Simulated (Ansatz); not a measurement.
The system is Ta.

```
CELL_PARAMETERS angstrom
-1.65128 1.65128 1.65128
1.65128 -1.65128 1.65128
1.65128 1.65128 -1.65128
ATOMIC_POSITIONS crystal
Ta 0.00000 0.00000 0.00000
```

Base run:

- Program: Ansatz 0.2.0
- Functional: PBE
- Potentials or basis: all-electron LAPW, scalar-relativistic
- Cutoff: 262 eV (chosen from the basis error)
- Basis error allowed: 0.001 eV/atom
- k mesh: 11 × 11 × 11
- Occupations: gaussian, width 0.024 eV
- Spin: no spin polarisation

Its results: band gap on the k mesh none (metal or under the smearing width); pressure 2.1 GPa.

The run is repeated on the same cell with these changes: functional from PBE to LDA; occupations from gaussian, width 0.024 eV to gaussian, width 0.05 eV. What comes out?

Band gap on the k mesh none (metal or under the smearing width); pressure -9.6 GPa.
